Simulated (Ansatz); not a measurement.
# ZnSe: the cell at several levels of theory

Cell and atoms of ZnSe in the NiAs-type structure are relaxed in turn with PBE, r2SCAN, PBEsol, LDA and HSE06. This is a trial cell built on a prototype, not taken from a measured structure, and it needn't be the compound's ground state.

The runs shown are made with Ansatz 0.2.0. PAW datasets, plane waves, zero pressure. Values at 0 K without nuclear motion; spin polarisation is off, and the phase may be a hypothetical one.

## Step 1: The cell

This is the cell as the run starts from it, not yet at rest; its lengths are not the crystal's.

Space group P6_3/mmc (No. 194), hexagonal; conventional cell a = 3.529 Å, c = 5.752 Å, 15.51 Å³ an atom. Around Zn lie 6 Se at 2.49 Å; around Se lie 6 Zn at 2.49 Å.

The structure in full:

```cif
data_structure
_symmetry_space_group_name_H-M 'P 1'
_symmetry_Int_Tables_number 1
_cell_length_a 3.5288
_cell_length_b 3.5288
_cell_length_c 5.7520
_cell_angle_alpha 90.000
_cell_angle_beta 90.000
_cell_angle_gamma 120.000
_cell_volume 62.03
loop_
_atom_site_label
_atom_site_type_symbol
_atom_site_fract_x
_atom_site_fract_y
_atom_site_fract_z
_atom_site_occupancy
Zn1 Zn 0.00000 0.00000 0.00000 1
Zn2 Zn 0.00000 0.00000 0.50000 1
Se1 Se 0.33333 0.66667 0.25000 1
Se2 Se 0.66667 0.33333 0.75000 1
```

## Step 2: Relaxing with PBE

Input file input.yaml:

```yaml
crystal:
  lattice:
    - [3.5288493, 0.0, 0.0]
    - [-1.76442465, 3.0560731399, 0.0]
    - [0.0, 0.0, 5.752024359]
  atoms:
    - { symbol: Zn, position: [0.0, 0.0, 0.0] }
    - { symbol: Zn, position: [0.0, 0.0, 0.5] }
    - { symbol: Se, position: [0.3333333333, 0.6666666667, 0.25] }
    - { symbol: Se, position: [0.6666666667, 0.3333333333, 0.75] }
kpoints:
  mp_grid: { grid: [12, 12, 4] }
hamiltonian:
  xc: pbe
scf:
  occupations: { method: fermi_dirac, width: 0.02 }
relax:
  f_tol: 0.005
  cell: {}
```

Launch:

```console
> ansatz run input.yaml --threads 2 --pin off --max-ram 2211MiB --backend cpu --events-out ev --progress --plain --runs-dir out
```

The runs that follow: r2SCAN: cell and atoms; Relaxation with PBEsol; LDA: cell and atoms; Relaxing with HSE06.

Before running it: what results should come out? Wanted: for each run, a; c; volume; space group; SCF geometries.

**Answer**, as computed:

```
 level  a (Å)  c (Å)  volume (Å³/atom)  space group  SCF geometries
   PBE  3.818  6.183            19.515     P6_3/mmc               8
r2SCAN  3.780  6.132            18.966     P6_3/mmc               4
PBEsol  3.744  6.087            18.477     P6_3/mmc               5
   LDA  3.705  6.021            17.892     P6_3/mmc               5
 HSE06  3.793  6.138            19.121     P6_3/mmc               4
```

In words: The first relaxation changed the volume by +25.8 % from the start. LDA gives the smallest cell and PBE the largest; they differ by 9.1 % in volume, a mean of 2.9 % in length. The meshes differ: PBE 12×12×4, r2SCAN 12×12×4, PBEsol 12×12×4, LDA 12×12×4, HSE06 6×6×4.
